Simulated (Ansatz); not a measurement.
# Germanium, ST12 under BLYP: structure and ground-state energy, part 2 of 2

Aim: take germanium in the ST12 structure, relax it, then solve it on a dense k-mesh. Spin polarisation is left out. The k-meshes are 3×3×3 for the relaxation; 5×5×4 for the dense run. It starts from a deposited cell (COD).

Ansatz 0.2.0; DFT, BLYP, plane waves (420 eV) with PAW, scalar-relativistic.

**3. The energy on a finer k-mesh**

Input file input.yaml:

```yaml
crystal:
  lattice:
    - [6.160342329, 0.0, 0.0]
    - [0.0, 6.160342329, 0.0]
    - [0.0, 0.0, 7.4704231759]
  atoms:
    - { symbol: Ge, position: [0.0847567363, 0.0847567363, 1.0] }
    - { symbol: Ge, position: [0.4152432637, 0.5847567363, 0.75] }
    - { symbol: Ge, position: [0.9152432637, 0.9152432637, 0.5] }
    - { symbol: Ge, position: [0.5847567363, 0.4152432637, 0.25] }
    - { symbol: Ge, position: [0.1686261776, 0.3732410247, 0.243560114] }
    - { symbol: Ge, position: [0.1267589753, 0.6686261776, 0.993560114] }
    - { symbol: Ge, position: [0.8313738224, 0.6267589753, 0.743560114] }
    - { symbol: Ge, position: [0.8732410247, 0.3313738224, 0.493560114] }
    - { symbol: Ge, position: [0.6686261776, 0.1267589753, 0.006439886] }
    - { symbol: Ge, position: [0.6267589753, 0.8313738224, 0.256439886] }
    - { symbol: Ge, position: [0.3313738224, 0.8732410247, 0.506439886] }
    - { symbol: Ge, position: [0.3732410247, 0.1686261776, 0.756439886] }
hamiltonian:
  xc: blyp
  pseudopotentials:
    kind: paw
    azcp:
      Ge: "pseudopotentials/Ge.paw.azcp"
basis:
  ecutwfc: 420
  fft_grid_basis: typed
kpoints:
  mp_grid: { grid: [5, 5, 4], shift: [0, 0, 0] }
magnetization:
  spin_polarized: false
scf:
  occupations: { method: fermi_dirac, width: 0.05 }
```

Launch:

```bash
> ansatz run input.yaml --threads 4 --pin off --max-ram 8192MiB --backend cpu --events-out ev --progress --plain --runs-dir out
```

Output:

```text
Warning: RAYON_NUM_THREADS=4 ignored (pool sized by the plan → 4); use --threads N
Engine: ansatz 0.2.0, aarch64-unknown-linux-gnu
Pseudopotentials: kind: paw
Pseudopotential: Ge, paw, valence charge 14, recommended cutoff 420 eV (normal), <dir>
Functional definition: BLYP
  parameter beta = 0.0042
  parameter a = 0.04918
  parameter b = 0.132
  parameter c = 0.2533
  parameter d = 0.349
  exchange = b88_x(beta = beta)
  correlation = lyp_c(a = a, b = b, c = c, d = d)
Crystal: 12 atoms, lattice volume = 283.501 Å³
Basis set: ecut = 420 eV, 5493 PW (Γ), exchange–correlation on 90×90×100 points (8 copies of the dense FFT grid, shifted against one another)
Bands: 96, of which v1, the nominal top of the filled ones, is band 84 counted from 1 (83 counted from 0)
Symmetry: 8 space group operations
Space group: P43212 (ITA 96), of the structure as read, at distance tolerance 6.6e-5 Å
k-points: 18 of 100 (time reversal used)
Non-local potential: Ge, projectors of the file, l = 0: 2, l = 1: 2, l = 2: 3, l = 3: 1
PAW form: soft (Blöchl's): semilocal exchange-correlation on the pseudo side does not see the compensation charge
PAW frozen core: Ge, regenerated for the run's functional, and the local potential with it (the file was generated under x = pbe(κ = 0.804, μ = 0.2195149727645171), c = pbe(β = 0.06672455060314922))
PAW one-centre angular grid: Ge, 590 points (default); XC on 64 Gauss nodes
Initial density: superposition of atomic densities (neutral atoms: chi_scale 0, normalization atom), corrected by the library's trained network
Initial wavefunctions: pseudopotential atomic-orbital guess
Functional: x = b88, c = lyp
SCF iter   1: F=—  HF=-51660.211900 eV  |F-HF|=—  |Δ(HF+E_count)|=         —  Δρ=6.58e-3  dr2=1.40e-1  ethr=1.77e-3  ⟨swp⟩=6.0  Hψ=5954  notcnv=0  defer=5
preconditioner: auto → Resta (q_TF=auto, 2.500 Å⁻¹)  ε∞=2.8  [insulator: Δε(μ)=0.329 eV  Ē_g=21.358 eV  σ=0.050 eV  W_gap=0.92  n_scr=80 (ndim 8)  ℏωp=28.6 eV  f_vac=0.000  D(μ)=0.18/eV (n_scr^D=0)  ε∞_Penn≈2.8]
SCF iter   2: F=—  HF=-51660.173488 eV  |F-HF|=—  |Δ(HF+E_count)|=   3.84e-2  Δρ=3.67e-3  dr2=4.90e-2  ethr=8.34e-5  ⟨swp⟩=1.6  Hψ=2042  notcnv=0  defer=31
SCF iter   3: F=—  HF=-51660.159476 eV  |F-HF|=—  |Δ(HF+E_count)|=   1.40e-2  Δρ=3.25e-4  dr2=2.27e-4  ethr=2.91e-5  ⟨swp⟩=2.0  Hψ=2238  notcnv=0  defer=31
SCF iter   4: F=—  HF=-51660.159576 eV  |F-HF|=—  |Δ(HF+E_count)|=   9.97e-5  Δρ=1.93e-4  dr2=5.55e-5  ethr=1.35e-7  ⟨swp⟩=2.0  Hψ=3171  notcnv=0  defer=31
SCF iter   5: F=—  HF=-51660.159537 eV  |F-HF|=—  |Δ(HF+E_count)|=   3.88e-5  Δρ=4.66e-5  dr2=4.71e-6  ethr=3.30e-8  ⟨swp⟩=2.0  Hψ=3171  notcnv=0  defer=31
SCF iter   6: F=—  HF=-51660.159544 eV  |F-HF|=—  |Δ(HF+E_count)|=   7.55e-6  Δρ=1.15e-5  dr2=3.10e-7  ethr=2.80e-9  ⟨swp⟩=2.4  Hψ=2875  notcnv=0  defer=31
SCF iter   7: F=-51660.159545 eV  HF=-51660.159545 eV  |F-HF|=2.83e-8  |Δ(HF+E_count)|=   2.77e-7  Δρ=2.87e-6  dr2=3.03e-8  ethr=5.95e-11  ⟨swp⟩=3.0  Hψ=3693  notcnv=0
SCF 1 converged in 7 iterations: F = -51660.159545 eV  dr2 = 3.03e-8
SCF converged after 7 iterations
Free energy (F): -51660.159545 eV
Harris-Foulkes:  -51660.159545 eV  (|F-HF|=2.83e-8)
Internal energy: -51660.157306 eV  (E = F + TS)
E sigma→0 (E₀):  -51660.158426 eV
Entropy (-TS):   -0.002238 eV (-0.187 meV/atom)
Fermi energy:    7.997929 eV
--- Per-component energies (eV) ---
  E_band       = -1807.506898
  E_kinetic    = 1327.531132
  E_local      = -29225.832283  (includes V_loc(G=0)·N_el)
  E_nonlocal   = 4951.138497
  E_hartree    = 12799.764141
  E_xc         = -888.020367
  E_vxc        = -745.611660  (∫ρ·V_xc dr)
  E_paw        = -24359.569651  (= ΣΔE_a)
  E_vpaw       = -3714.262069  (= ΣTr[D̂ρ^β])
  E_aug_tail   = 0.003373  (compensation charges beyond the density's cutoff)
  E_ewald      = -16266.500168
  E_core_change = 1.328019  (= ΣΔE_core)
  E_smearing   = -0.002238  (= −TS)
  E_closure    = 0.000000  (closes the sum)
  Σ components = -51660.159545   (vs F -51660.159545, Δ=0.00e0)
```

Wall time 11 s (4 threads of Arm Neoverse V1, shared host); peak memory 0.94 GiB.

**4. Outcome**

What follows sums up all 2 parts.

| quantity | value |
| --- | --- |
| space group (spins left aside) | P4_32_12 (No. 96) |
| conventional cell | a = 6.160 Å, c = 7.470 Å (c/a = 1.213) |
| volume | 23.625 Å³/atom |
| shortest distance | 2.577 Å |
| against the deposited volume | +15.5 % (20.454 Å³/atom) |
| gap on the mesh | 0.33 eV |
| relative to diamond | +207 meV/atom |

**Reading.** The relaxed volume lies 15.5 % above the deposited cell. Against the reference form of germanium (diamond, computed apart with the same settings) it stands 207 meV/atom higher. It has a gap of 0.33 eV on the mesh. A gap read on the mesh alone is an upper bound to the gap of this level of theory. The symmetry was held, so the structure may be unstable against distortions that break it.
